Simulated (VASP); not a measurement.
# Cs: intraband terms of a metal's spectrum

Cs, Fm-3m (no. 225), 1 atom in the cell. PBE, independent-particle dielectric function; PAW potentials Cs_sv (PBE set).

## Input

INCAR.step1:
```
SYSTEM = Cs
PREC = Accurate
ENCUT = 260
ISMEAR = 1
SIGMA = 0.1
EDIFF = 1E-7
LASPH = .TRUE.
KPAR = 4
LWAVE = .FALSE.
LCHARG = .TRUE.
LMAXMIX = 4
```

INCAR.step2:
```
SYSTEM = Cs
PREC = Accurate
ENCUT = 260
ISMEAR = 0
SIGMA = 0.3
EDIFF = 1E-6
LASPH = .TRUE.
KPAR = 4
LWAVE = .TRUE.
LCHARG = .FALSE.
LMAXMIX = 4
ICHARG = 11
NBANDS = 18
NEDOS = 3000
OMEGAMAX = 30
CSHIFT = 0.1
```

INCAR.step3, as INCAR.step2 but for:
```
- LWAVE = .TRUE.
+ LWAVE = .FALSE.
+ LOPTICS = .TRUE.
+ ALGO = None
+ NELM = 1
+ ISTART = 1
```

INCAR.step4, as INCAR.step3 but for:
```
+ WPLASMAI = 0.03
```

INCAR.step5 to INCAR.step6 change the same tag again: WPLASMAI = 0.1, 0.3.

INCAR.step7, as INCAR.step6 but for:
```
- WPLASMAI = 0.3
+ RTIME = 20
```

INCAR.step8, as INCAR.step7 but for:
```
- RTIME = 20
+ RTIME = 5
```

INCAR.step9, as INCAR.step8 but for:
```
- RTIME = 5
+ LNABLA = .TRUE.
```

INCAR.step10, as INCAR.step9 but for:
```
- ISMEAR = 0
- LNABLA = .TRUE.
+ ISMEAR = -5
```

KPOINTS.step1:
```
k-points
0
Gamma
  6 6 6
```

KPOINTS.step2:
```
k-points
0
Gamma
  15 15 15
```

POSCAR:
```
Cs
1.0
    0.0000000000      3.9483357400      3.9483357400
    3.9483357400      0.0000000000      3.9483357400
    3.9483357400      3.9483357400      0.0000000000
Cs
1
Direct
    0.0000000000      0.0000000000      0.0000000000
```

Commands (each step's output is kept before the next begins):
```
cat potpaw_PBE.64/Cs_sv/POTCAR > POTCAR
cp INCAR.step1 INCAR
cp KPOINTS.step1 KPOINTS
mpirun -np 4 vasp_std > vasp.out
cp INCAR.step2 INCAR
cp KPOINTS.step2 KPOINTS
mpirun -np 4 vasp_std > vasp.out
cp INCAR.step3 INCAR
mpirun -np 4 vasp_std > vasp.out
cp INCAR.step4 INCAR
mpirun -np 4 vasp_std > vasp.out
cp INCAR.step5 INCAR
mpirun -np 4 vasp_std > vasp.out
cp INCAR.step6 INCAR
mpirun -np 4 vasp_std > vasp.out
cp INCAR.step7 INCAR
mpirun -np 4 vasp_std > vasp.out
cp INCAR.step8 INCAR
mpirun -np 4 vasp_std > vasp.out
cp INCAR.step9 INCAR
mpirun -np 4 vasp_std > vasp.out
cp INCAR.step10 INCAR
mpirun -np 4 vasp_std > vasp.out
```

## Result

- Bands: 18

One ground state, settings moved in the last step alone:

| Settings | Plasma frequency (eV) | Im ε at 0.5 eV | Im ε at 1 eV | Im ε at 2 eV | Im ε at 4 eV | Time (s) |
|---|---|---|---|---|---|---|
| interband part alone | 2.90 | 2.6 | 2.9 | 0.9 | 0.3 | 6 |
| Drude term, WPLASMAI 0.03 | 2.90 | 4.6 | 3.1 | 1.0 | 0.3 | 6 |
| Drude term, WPLASMAI 0.1 | 2.90 | 9.1 | 3.7 | 1.0 | 0.3 | 6 |
| Drude term, WPLASMAI 0.3 | 2.90 | 17.4 | 5.2 | 1.2 | 0.4 | 7 |
| relaxation time RTIME 20 fs | 2.90 | 4.8 | 3.1 | 1.0 | 0.3 | 6 |
| relaxation time RTIME 5 fs | 2.90 | 10.9 | 3.9 | 1.1 | 0.3 | 7 |
| transversal form (LNABLA) | 2.90 | 2.6 | 2.9 | 0.9 | 0.3 | 6 |
| tetrahedron method | – | – | – | – | – | no result |

Limits: Spin-orbit coupling is left out, which can matter with atoms this heavy.

VASP 6.6.1 took 68 s on 4 cores (Intel Xeon Platinum 8375C @ 2.90GHz (Ice Lake)), a shared host.
